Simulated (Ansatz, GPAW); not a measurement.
This is a calculation of CaO for GPAW 26.7.0 (ASE script). Atoms were shifted at random by some hundredths of an Å from the given cell, which wasn't relaxed again for these runs. The cell is a database's computed one, not the measured one.

The input run.py:

```python
from ase import Atoms
from ase.dft.bandgap import bandgap
from ase.io import write
from ase.units import GPa
from gpaw import GPAW, PW, setup_paths

setup_paths.insert(0, '.')

atoms = Atoms(['Ca', 'O'],
              cell=[[0.0, 2.403555696, 2.403555696],
                    [2.403555696, 0.0, 2.403555696],
                    [2.403555696, 2.403555696, 0.0]],
              scaled_positions=[[0.010868, -0.003936, -0.00569],
                                [0.514541, 0.50652, 0.488573]],
              pbc=True)

calc = GPAW(mode=PW(800),
            xc='PBEsol',
            kpts={'size': (10, 10, 10), 'gamma': True},
            occupations={'name': 'fermi-dirac', 'width': 0.05},
            nbands=16,
            convergence={'density': 1e-05, 'energy': 1e-05},
            maxiter=150,
            txt='gpaw.txt')
atoms.calc = calc
energy = atoms.get_potential_energy()
forces = atoms.get_forces()
stress = atoms.get_stress()
calc.write('gs.gpw')
write('result.traj', atoms)
print(f'Energy: {energy:.6f} eV')
print('Forces (eV/A):')
print(forces.round(4))
print('Stress (GPa):', (stress / GPa).round(3))
print('Fermi level:', round(calc.get_fermi_level(), 4), 'eV')
print(f'Gap: {bandgap(calc)[0]:.4f} eV, direct: {bandgap(calc, direct=True)[0]:.4f} eV')
```

Potentials or basis: PAW data sets generated in the run's folder for this functional, pw.

Launch:

```bash
$ gpaw-setup -f PBEsol Ca O
$ OMP_NUM_THREADS=1 python run.py
```

Problem. Set up the same calculation for Ansatz 0.2.0. Potentials or basis there: Ansatz PAW, cutoff 420 eV.

Solution. As run (cutoffs and basis follow the program's own potentials, and thresholds, step limits or extra output files can differ):

Contents of input.yaml:

```yaml
crystal:
  lattice:
    - [0.0, 2.403555696, 2.403555696]
    - [2.403555696, 0.0, 2.403555696]
    - [2.403555696, 2.403555696, 0.0]
  atoms:
    - { symbol: Ca, position: [0.010868, -0.003936, -0.00569] }
    - { symbol: O, position: [0.514541, 0.50652, 0.488573] }
hamiltonian:
  xc: pbesol
  pseudopotentials: { kind: paw }
kpoints:
  mp_grid: { grid: [10, 10, 10] }
scf:
  occupations: { method: fermi_dirac, width: 0.05 }
output:
  forces: true
  stress: true
  eigenvalues: true
```

Potentials or basis: Ansatz PAW.

The run is started by

```bash
$ ansatz run input.yaml --threads 1 --pin off --max-ram 3584MiB --backend cpu --events-out ev --progress --plain --runs-dir out
```

Both were run:

|  | GPAW | Ansatz |
| --- | --- | --- |
| Pressure | -2.0 GPa | -2.7 GPa |
| Largest force | 0.107 eV/Å | 0.099 eV/Å |
| Energy over the undisturbed cell | 1.0 meV/atom | 0.9 meV/atom |

Ansatz's pressure holds a Pulay term of +0.44 GPa for its cutoff of 420 eV, which the other run lacks.

Ansatz's potentials were made for PBE.

Where Ansatz's input types no cutoff or centring, it takes its own default and a Γ-centred mesh.

Pressure is positive in compression.
